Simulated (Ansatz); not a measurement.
The system is B.

```
CELL_PARAMETERS angstrom
2.34611 0.00000 0.00000
0.00000 2.34611 0.00000
0.00000 0.00000 1.58579
ATOMIC_POSITIONS crystal
B 0.50000 0.50000 0.50000
```

The cell was built by a generator and needn't be a form met in nature.

* Program: Ansatz 0.2.0
* Task: relaxation of cell and atoms
* Functional: LDA
* Potentials or basis: Ansatz PAW
* Cutoff: 420 eV (not typed: the program's choice for these potentials)
* k mesh: 11 × 11 × 16
* Occupations: fermi-dirac, width 0.05 eV
* Spin: no spin polarisation

At the start: volume 8.73 Å³/atom.

**Question.** How do energy, volume and symmetry change on relaxing?

**Answer.** It ends after 7 steps and the volume is 8.18 Å³/atom (-6.3 %); space group P4/mmm (No. 123, to 0.05 Å).

The path:
| step | energy change (eV) | largest force (eV/Å) | volume (Å³) |
| --- | --- | --- | --- |
| 1 | 0.0000 | 0.0000 | 8.73 |
| 2 | -0.0113 | 0.0000 | 8.31 |
| 3 | -0.0124 | 0.0000 | 8.16 |
| 4 | -0.0123 | 0.0000 | 8.19 |
| 5 | -0.0116 | 0.0000 | 8.19 |
| 6 | -0.0116 | 0.0000 | 8.18 |
| 7 | -0.0116 | 0.0000 | 8.18 |

Final structure:
```
B
1.0
     2.27827    0.00000    0.00000
     0.00000    2.27827    0.00000
     0.00000    0.00000    1.57563
B
1
Cartesian
  1.1391 1.1391 0.7878
```

Caveat: the plane-wave basis is chosen anew once the cell has moved, so the energies of steps on either side of that aren't comparable; the pressure holds a Pulay correction of +0.3 GPa for the finite cutoff; the PAW data sets come from PBE, with cores solved anew for the run's functional, which leaves a small shift of forces and pressure.
